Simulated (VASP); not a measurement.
# BaTiO3 (Pm-3m) in VASP: notebook

The runs below take BaTiO3 through single point, with PBE.

Program: VASP 6.6.1. These are calculated values, not measurements. Logs are shortened: lines on timing, memory, paths and dates and some standing lists are left out, and cuts for length are marked.

## 1. The crystal as given

Symmetry: Pm-3m, No. 221, cubic system. The conventional cell has a = 4.006 Å, b = 4.006 Å, c = 4.006 Å, α = 90.00°, β = 90.00°, γ = 90.00°. Ba (site symmetry m-3m) has 12 O at 2.83 Å as nearest neighbours. Ti (site symmetry m-3m) has 6 O at 2.00 Å as nearest neighbours. Around O (site symmetry 4/mmm) lie 2 Ti at 2.00 Å.

## 2. Single point, PBE

INCAR reads:

```
PREC = Accurate
ENCUT = 460
EDIFF = 1E-6
ISMEAR = 0
SIGMA = 0.05
LREAL = F
LASPH = T
NELM = 100
ALGO = Normal
ISIF = 2
LWAVE = F
LCHARG = F
GGA = PE
NBANDS = 28
ADDGRID = F
```

KPOINTS reads:

```
regular mesh
0
Gamma
  4 4 4
```

POSCAR reads:

```
BaTiO3
1.0
    4.0060000000      0.0000000000      0.0000000000
    0.0000000000      4.0060000000      0.0000000000
    0.0000000000      0.0000000000      4.0060000000
Ba Ti O
1 1 3
Direct
    0.5000000000      0.5000000000      0.5000000000
    0.0000000000      0.0000000000      0.0000000000
    0.0000000000      0.0000000000      0.5000000000
    0.0000000000      0.5000000000      0.0000000000
    0.5000000000      0.0000000000      0.0000000000
```

Potentials or basis: VASP PAW PBE potentials, release 64 (Ba_sv, Ti_sv, O).

On the command line:

```bash
cat potpaw_PBE.64/Ba_sv/POTCAR potpaw_PBE.64/Ti_sv/POTCAR potpaw_PBE.64/O/POTCAR > POTCAR
mpirun -np 1 vasp_std > vasp.out
```

OUTCAR:

```text
PREC = Accurate
   ENCUT = 460
   EDIFF = 1E-6
   ISMEAR = 0
   LREAL = F
   LASPH = T
   NELM = 100
   ISIF = 2
   GGA = PE

 Found     10 irreducible k-points:

 Following reciprocal coordinates:
            Coordinates               Weight
  0.000000  0.000000  0.000000      1.000000
  0.250000  0.000000  0.000000      6.000000
  0.500000  0.000000  0.000000      3.000000
  0.250000  0.250000  0.000000     12.000000
  0.500000  0.250000  0.000000     12.000000
  0.500000  0.500000  0.000000      3.000000
   k-points           NKPTS =     10   k-points in BZ     NKDIM =     10   number of bands    NBANDS=     28
   number of dos      NEDOS =    301   number of ions     NIONS =      5
   total plane-waves  NPLWV =  21952
   dimension x,y,z NGX =    28 NGY =   28 NGZ =   28
   dimension x,y,z NGXF=    56 NGYF=   56 NGZF=   56
   ions per type =               1   1   3
   NGX,Y,Z   is equivalent  to a cutoff of  11.62, 11.62, 11.62 a.u.
   NGXF,Y,Z  is equivalent  to a cutoff of  23.24, 23.24, 23.24 a.u.
 SYSTEM =  unknown system
   PREC   = accura    normal or accurate (medium, high low for compatibility)
   ISTART =      0    job   : 0-new  1-cont  2-samecut
   ICHARG =      2    charge: 1-file 2-atom 10-const
   ISPIN  =      1    spin polarized calculation?
   LNONCOLLINEAR =      F non collinear calculations
   LSORBIT =      F    spin-orbit coupling
   LASPH  =      T    aspherical Exc in radial PAW
   ENCUT  =  460.0 eV  33.81 Ry    5.81 a.u.   7.01  7.01  7.01*2*pi/ulx,y,z
   NELM   =    100;   NELMIN=  2; NELMDL= -5     # of ELM steps
   EDIFF  = 0.1E-05   stopping-criterion for ELM
   LREAL  =      F    real-space projection
   EDIFFG = 0.1E-04   stopping-criterion for IOM
   NSW    =      0    number of steps for IOM
   IBRION =     -1    ionic relax: 0-MD 1-quasi-New 2-CG
   NFREE  =      0    steps in history (QN), initial steepest desc. (CG)
   ISIF   =      2    stress and relaxation
   ISYM   =      2    0-nonsym 1-usesym 2-fastsym
   POTIM  = 0.5000    time-step for ionic-motion
   TEBEG  =    0.0;   TEEND  =   0.0 temperature during run
   PSTRESS=    0.0 pullay stress
   NELECT =      40.0000    total number of electrons
   NUPDOWN=      -1.0000    fix difference up-down
   EMIN   =  10.00;   EMAX   =-10.00  energy-range for DOS
   EFERMI =   0.00;   METHOD = LEGACY
   ISMEAR =     0;   SIGMA  =   0.05  broadening in eV -4-tet -1-fermi 0-gaus
   EFERMI_NEDOS =   21; number of points for ismear=-14 and -15
   IALGO  =     38    algorithm
   IMIX   =      4    mixing-type and parameters
     AMIX     =   0.40;   BMIX     =  1.00
     AMIX_MAG =   1.60;   BMIX_MAG =  1.00
  volume/ion in A,a.u.               =      12.86        86.77
  Fermi-wavevector in a.u.,A,eV,Ry     =   1.397603  2.641087 26.576187  1.953295
  Thomas-Fermi vector in A             =   2.520843
   LORBIT       =      0    0 simple, 1 ext, 2 COOP (PROOUT), +10 PAW based schemes
   GGA     = PE    functional components
   LHFCALC =     F    Hartree Fock is set to
   AEXX    =    0.0000 exact exchange contribution
   IVDW    =     0    specifies the selected vdW correction
   LEPSILON=     F    determine dielectric tensor
   LRPA    =     F    only Hartree local field effects (RPA)
 non-spin polarized calculation
 Gauss-broadening in eV      SIGMA  =   0.05
  energy-cutoff  :      460.00
  volume of cell :       64.29
 maximum number of plane-waves:      1472
   NGX = 15   NGY = 15   NGZ = 15

 number of electron      40.0000032 magnetization

 Free energy of the ion-electron system (eV)
  ---------------------------------------------------
  ext. energy  EPLUGINS =         0.00000000
  ---------------------------------------------------
  free energy    TOTEN  =       -39.96199465 eV

  energy without entropy =      -39.96199465  energy(sigma->0) =      -39.96199465

 E-fermi :   4.1290     XC(G=0): -11.2461

 val. band max:        3.8167945772   @ k =   0.5000   0.5000   0.5000
 cond. band min:       5.5396931601   @ k =   0.0000   0.0000   0.0000
 fundamental gap:      1.7228985829
 Fermi energy:         4.1290418524

 k-point     1 :       0.0000    0.0000    0.0000
  band No.  band energies     occupation
      1     -52.8548      2.00000
      2     -29.0646      2.00000
      3     -29.0646      2.00000
      4     -29.0646      2.00000
      5     -21.0049      2.00000
      6     -13.0685      2.00000
[... 20 lines left out ...]
     27       8.8633      0.00000
     28      11.1693      0.00000

 k-point     2 :       0.2500    0.0000    0.0000
  band No.  band energies     occupation
      1     -52.8544      2.00000
      2     -29.0904      2.00000
      3     -29.0636      2.00000
      4     -29.0636      2.00000
      5     -20.9468      2.00000
      6     -13.1385      2.00000
[... 20 lines left out ...]
     27       9.9806      0.00000
     28      12.1724      0.00000

 k-point     3 :       0.5000    0.0000    0.0000
  band No.  band energies     occupation
      1     -52.8538      2.00000
      2     -29.1159      2.00000
      3     -29.0626      2.00000
      4     -29.0626      2.00000
      5     -20.8871      2.00000
      6     -13.2911      2.00000
[... 20 lines left out ...]
     27      11.4006      0.00000
     28      12.0029      0.00000

 k-point     4 :       0.2500    0.2500    0.0000
  band No.  band energies     occupation
      1     -52.8538      2.00000
      2     -29.0895      2.00000
      3     -29.0887      2.00000
      4     -29.0626      2.00000
      5     -20.8987      2.00000
      6     -13.0327      2.00000
[... 20 lines left out ...]
     27      11.0670      0.00000
     28      12.3780      0.00000

 k-point     5 :       0.5000    0.2500    0.0000
  band No.  band energies     occupation
      1     -52.8533      2.00000
      2     -29.1143      2.00000
      3     -29.0877      2.00000
      4     -29.0617      2.00000
      5     -20.8495      2.00000
      6     -13.0320      2.00000
[... 20 lines left out ...]
     27      12.3885      0.00000
     28      12.5390      0.00000

 k-point     6 :       0.5000    0.5000    0.0000
  band No.  band energies     occupation
      1     -52.8528      2.00000
      2     -29.1126      2.00000
      3     -29.1126      2.00000
      4     -29.0608      2.00000
      5     -20.8112      2.00000
      6     -12.7106      2.00000
[... 20 lines left out ...]
     27      12.0195      0.00000
     28      13.6698      0.00000

 [... further k-points ...]
[... 5 lines left out ...]
  --------------------------------------------------------------------------------------
  -------------------------------------------------------------------------------------
  Total        1.0691975      1.0691975      1.0691975      0.0000000     -0.0000000      0.0000000
  in kB       26.6462237     26.6462237     26.6462237      0.0000000     -0.0000000      0.0000000
  external PRESSURE =      26.6462237 kB  Pullay stress =       0.0000000 kB

 VOLUME and BASIS-vectors are now :
 -----------------------------------------------------------------------------
  energy-cutoff  :      460.00
  volume of cell :       64.29
      direct lattice vectors                 reciprocal lattice vectors
     4.006000000  0.000000000  0.000000000     0.249625562  0.000000000  0.000000000
     0.000000000  4.006000000  0.000000000     0.000000000  0.249625562  0.000000000
     0.000000000  0.000000000  4.006000000     0.000000000  0.000000000  0.249625562

 POSITION                                       TOTAL-FORCE (eV/Angst)
 -----------------------------------------------------------------------------------
      2.00300      2.00300      2.00300         0.000000      0.000000      0.000000
      0.00000      0.00000      0.00000         0.000000      0.000000      0.000000
      0.00000      0.00000      2.00300         0.000000      0.000000      0.000000
      0.00000      2.00300      0.00000         0.000000      0.000000      0.000000
      2.00300      0.00000      0.00000         0.000000      0.000000      0.000000
 -----------------------------------------------------------------------------------
    total drift:                               -0.000000      0.000000     -0.000000

  FREE ENERGIE OF THE ION-ELECTRON SYSTEM (eV)
  ---------------------------------------------------
  free  energy   TOTEN  =       -39.9619946496 eV

  energy  without entropy=      -39.9619946496  energy(sigma->0) =      -39.96199465
```

Wall time 9 s (1 thread of Intel Xeon 6975P-C (Granite Rapids), shared host); peak memory 0.16 GiB.

These settings aren't checked as converged: the numbers below hold their error.

Results:

```
Free energy            : -39.9620 eV
Pressure               : 2.7 GPa
Band gap on the k mesh : 1.72 eV, indirect (least direct gap 1.87 eV)
```

Caveat: the cutoff is under 1.25 times the usual one of these potentials, so pressure, stress and relaxed cells hold a basis-set (Pulay) error; spin-orbit coupling is left out, which moves the levels of the heavy elements.

## 3. Single point, PBE

INCAR, as its differences from that of step 2:

```diff
@@ -2,3 +2,3 @@
 ENCUT = 460
-EDIFF = 1E-6
+EDIFF = 1E-7
 ISMEAR = 0
@@ -6,3 +6,3 @@
 LREAL = F
-LASPH = T
+LASPH = F
 NELM = 100
```

KPOINTS is that of step 2.

POSCAR is that of step 2.

Potentials or basis: VASP PAW PBE potentials, release 64 (Ba_sv, Ti_sv, O).

On the command line:

```bash
cat potpaw_PBE.64/Ba_sv/POTCAR potpaw_PBE.64/Ti_sv/POTCAR potpaw_PBE.64/O/POTCAR > POTCAR
mpirun -np 1 vasp_std > vasp.out
```

Run time: 7.6 s. Hardware: 1 thread of Intel Xeon 6975P-C (Granite Rapids), shared host; peak memory 0.16 GiB.

These settings aren't checked as converged: the numbers below hold their error.

What came out:

| Item | Value |
| --- | --- |
| Free energy | -39.9613 eV |
| Pressure | 2.7 GPa |
| Band gap on the k mesh | 1.72 eV, indirect (least direct gap 1.87 eV) |

Caveat: the cutoff is under 1.25 times the usual one of these potentials, so pressure, stress and relaxed cells hold a basis-set (Pulay) error; spin-orbit coupling is left out, which moves the levels of the heavy elements.

## 4. Single point, PBE

INCAR, as its differences from that of step 3:

```diff
@@ -1,3 +1,3 @@
 PREC = Accurate
-ENCUT = 460
+ENCUT = 220
 EDIFF = 1E-7
@@ -6,3 +6,3 @@
 LREAL = F
-LASPH = F
+LASPH = T
 NELM = 100
```

KPOINTS reads:

```
regular mesh
0
Gamma
  6 6 6
```

POSCAR is that of step 3.

Potentials or basis: VASP PAW PBE potentials, release 64 (Ba_sv, Ti_sv, O).

On the command line:

```bash
cat potpaw_PBE.64/Ba_sv/POTCAR potpaw_PBE.64/Ti_sv/POTCAR potpaw_PBE.64/O/POTCAR > POTCAR
mpirun -np 1 vasp_std > vasp.out
```

OUTCAR:

```text
PREC = Accurate
   ENCUT = 220
   EDIFF = 1E-7
   ISMEAR = 0
   LREAL = F
   LASPH = T
   NELM = 100
   ISIF = 2
   GGA = PE

 Found     20 irreducible k-points:

 Following reciprocal coordinates:
            Coordinates               Weight
  0.000000  0.000000  0.000000      1.000000
  0.166667  0.000000  0.000000      6.000000
  0.333333  0.000000  0.000000      6.000000
  0.500000  0.000000  0.000000      3.000000
  0.166667  0.166667  0.000000     12.000000
  0.333333  0.166667  0.000000     24.000000
   k-points           NKPTS =     20   k-points in BZ     NKDIM =     20   number of bands    NBANDS=     28
   number of dos      NEDOS =    301   number of ions     NIONS =      5
   total plane-waves  NPLWV =   8000
   dimension x,y,z NGX =    20 NGY =   20 NGZ =   20
   dimension x,y,z NGXF=    40 NGYF=   40 NGZF=   40
   ions per type =               1   1   3
   NGX,Y,Z   is equivalent  to a cutoff of   8.30,  8.30,  8.30 a.u.
   NGXF,Y,Z  is equivalent  to a cutoff of  16.60, 16.60, 16.60 a.u.
 SYSTEM =  unknown system
   PREC   = accura    normal or accurate (medium, high low for compatibility)
   ISTART =      0    job   : 0-new  1-cont  2-samecut
   ICHARG =      2    charge: 1-file 2-atom 10-const
   ISPIN  =      1    spin polarized calculation?
   LNONCOLLINEAR =      F non collinear calculations
   LSORBIT =      F    spin-orbit coupling
   LASPH  =      T    aspherical Exc in radial PAW
   ENCUT  =  220.0 eV  16.17 Ry    4.02 a.u.   4.84  4.84  4.84*2*pi/ulx,y,z
   NELM   =    100;   NELMIN=  2; NELMDL= -5     # of ELM steps
   EDIFF  = 0.1E-06   stopping-criterion for ELM
   LREAL  =      F    real-space projection
   EDIFFG = 0.1E-05   stopping-criterion for IOM
   NSW    =      0    number of steps for IOM
   IBRION =     -1    ionic relax: 0-MD 1-quasi-New 2-CG
   NFREE  =      0    steps in history (QN), initial steepest desc. (CG)
   ISIF   =      2    stress and relaxation
   ISYM   =      2    0-nonsym 1-usesym 2-fastsym
   POTIM  = 0.5000    time-step for ionic-motion
   TEBEG  =    0.0;   TEEND  =   0.0 temperature during run
   PSTRESS=    0.0 pullay stress
   NELECT =      40.0000    total number of electrons
   NUPDOWN=      -1.0000    fix difference up-down
   EMIN   =  10.00;   EMAX   =-10.00  energy-range for DOS
   EFERMI =   0.00;   METHOD = LEGACY
   ISMEAR =     0;   SIGMA  =   0.05  broadening in eV -4-tet -1-fermi 0-gaus
   EFERMI_NEDOS =   21; number of points for ismear=-14 and -15
   IALGO  =     38    algorithm
   IMIX   =      4    mixing-type and parameters
     AMIX     =   0.40;   BMIX     =  1.00
     AMIX_MAG =   1.60;   BMIX_MAG =  1.00
  volume/ion in A,a.u.               =      12.86        86.77
  Fermi-wavevector in a.u.,A,eV,Ry     =   1.397603  2.641087 26.576187  1.953295
  Thomas-Fermi vector in A             =   2.520843
   LORBIT       =      0    0 simple, 1 ext, 2 COOP (PROOUT), +10 PAW based schemes
   GGA     = PE    functional components
   LHFCALC =     F    Hartree Fock is set to
   AEXX    =    0.0000 exact exchange contribution
   IVDW    =     0    specifies the selected vdW correction
   LEPSILON=     F    determine dielectric tensor
   LRPA    =     F    only Hartree local field effects (RPA)
 non-spin polarized calculation
 Gauss-broadening in eV      SIGMA  =   0.05
  energy-cutoff  :      220.00
  volume of cell :       64.29
 maximum number of plane-waves:       487
 NGX is ok and might be reduce to    20
   NGX =  9   NGY =  9   NGZ =  9

 number of electron      40.0000267 magnetization

 Free energy of the ion-electron system (eV)
  ---------------------------------------------------
  ext. energy  EPLUGINS =         0.00000000
  ---------------------------------------------------
  free energy    TOTEN  =       -41.34895449 eV

  energy without entropy =      -41.34895449  energy(sigma->0) =      -41.34895449

 E-fermi :   4.0381     XC(G=0): -11.2700

 val. band max:        3.7162257354   @ k =   0.0000   0.0000   0.0000
 cond. band min:       5.5644619124   @ k =   0.0000   0.0000   0.0000
 fundamental gap:      1.8482361770
 Fermi energy:         4.0381017360

 k-point     1 :       0.0000    0.0000    0.0000
  band No.  band energies     occupation
      1     -52.9281      2.00000
      2     -29.1530      2.00000
      3     -29.1530      2.00000
      4     -29.1530      2.00000
      5     -20.9203      2.00000
      6     -13.8558      2.00000
[... 20 lines left out ...]
     27       8.8889      0.00000
     28      10.9926      0.00000
[... 125 lines left out ...]
 k-point     6 :       0.3333    0.1667    0.0000
  band No.  band energies     occupation
      1     -52.9304      2.00000
      2     -29.1924      2.00000
      3     -29.1643      2.00000
      4     -29.1507      2.00000
      5     -20.8028      2.00000
      6     -13.9169      2.00000
[... 20 lines left out ...]
     27      11.1836      0.00000
     28      12.5653      0.00000

 [... further k-points ...]
[... 5 lines left out ...]
  --------------------------------------------------------------------------------------
  -------------------------------------------------------------------------------------
  Total      -44.9067504    -44.9067504    -44.9067504      0.0000000     -0.0000000      0.0000000
  in kB    -1119.1527784  -1119.1527784  -1119.1527784      0.0000000     -0.0000000      0.0000000
  external PRESSURE =   -1119.1527784 kB  Pullay stress =       0.0000000 kB

 VOLUME and BASIS-vectors are now :
 -----------------------------------------------------------------------------
  energy-cutoff  :      220.00
  volume of cell :       64.29
      direct lattice vectors                 reciprocal lattice vectors
     4.006000000  0.000000000  0.000000000     0.249625562  0.000000000  0.000000000
     0.000000000  4.006000000  0.000000000     0.000000000  0.249625562  0.000000000
     0.000000000  0.000000000  4.006000000     0.000000000  0.000000000  0.249625562

 POSITION                                       TOTAL-FORCE (eV/Angst)
 -----------------------------------------------------------------------------------
      2.00300      2.00300      2.00300         0.000000      0.000000      0.000000
      0.00000      0.00000      0.00000         0.000000      0.000000      0.000000
      0.00000      0.00000      2.00300         0.000000      0.000000      0.000000
      0.00000      2.00300      0.00000         0.000000      0.000000      0.000000
      2.00300      0.00000      0.00000         0.000000      0.000000      0.000000
 -----------------------------------------------------------------------------------
    total drift:                               -0.000000      0.000000     -0.000000

  FREE ENERGIE OF THE ION-ELECTRON SYSTEM (eV)
  ---------------------------------------------------
  free  energy   TOTEN  =       -41.3489544916 eV

  energy  without entropy=      -41.3489544916  energy(sigma->0) =      -41.34895449
```

Wall time 7.5 s (1 thread of Intel Xeon 6975P-C (Granite Rapids), shared host); peak memory 0.13 GiB.

The run converged, but a check on its numbers failed (symmetry, net force, bounds or a known fault of this set-up), so they aren't taken as properties of the crystal.

Caveat: the cutoff lies under the usual one of these potentials, so the numbers hold a large basis-set error; a pressure of tens of GPa on the cell as given is suspect, and the run, the potentials or the cell itself is likely at fault; spin-orbit coupling is left out, which moves the levels of the heavy elements.

## 5. Single point, PBE

INCAR, as its differences from that of step 4:

```diff
@@ -1,3 +1,3 @@
 PREC = Accurate
-ENCUT = 220
+ENCUT = 650
 EDIFF = 1E-7
```

KPOINTS reads:

```
regular mesh
0
Gamma
  4 4 4
```

POSCAR is that of step 4.

On the command line:

```bash
cat potpaw_PBE.64/Ba_sv/POTCAR potpaw_PBE.64/Ti_sv/POTCAR potpaw_PBE.64/O/POTCAR > POTCAR
mpirun -np 1 vasp_std > vasp.out
```

It took 17 s on 1 thread of Intel Xeon 6975P-C (Granite Rapids), shared host; peak memory 0.21 GiB.

The run converged, but some of its settings lie outside the range that counts as converged, so its numbers aren't taken as properties of the crystal.

What came out:

```
Free energy            : -39.9659 eV
Pressure               : 3.2 GPa
Band gap on the k mesh : 1.72 eV, indirect (least direct gap 1.87 eV)
```

Caveat: spin-orbit coupling is left out, which moves the levels of the heavy elements.

## 6. Single point, PBE

INCAR, as its differences from that of step 5:

```diff
@@ -1,3 +1,3 @@
 PREC = Accurate
-ENCUT = 650
+ENCUT = 340
 EDIFF = 1E-7
```

KPOINTS reads:

```
regular mesh
0
Gamma
  6 6 6
```

POSCAR is that of step 5.

Potentials or basis: VASP PAW PBE potentials, release 64 (Ba_sv, Ti_sv, O).

On the command line:

```bash
cat potpaw_PBE.64/Ba_sv/POTCAR potpaw_PBE.64/Ti_sv/POTCAR potpaw_PBE.64/O/POTCAR > POTCAR
mpirun -np 1 vasp_std > vasp.out
```

It took 9 s on 1 thread of Intel Xeon 6975P-C (Granite Rapids), shared host; peak memory 0.15 GiB.

The run converged, but a check on its numbers failed (symmetry, net force, bounds or a known fault of this set-up), so they aren't taken as properties of the crystal.

Caveat: the cutoff lies under the usual one of these potentials, so the numbers hold a large basis-set error; spin-orbit coupling is left out, which moves the levels of the heavy elements.

## 7. The reference run

An earlier run on the cell as given: functional PBEsol; potentials or basis VASP PAW PBE potentials, release 64 (Ba_sv, Ti_sv, O); cutoff 520 eV; k mesh 7 × 7 × 7; occupations fermi-dirac, width 0.05 eV; no spin polarisation.

* Pressure: -2.8 GPa
* Band gap on the k mesh: 1.76 eV, indirect (least direct gap 1.84 eV)
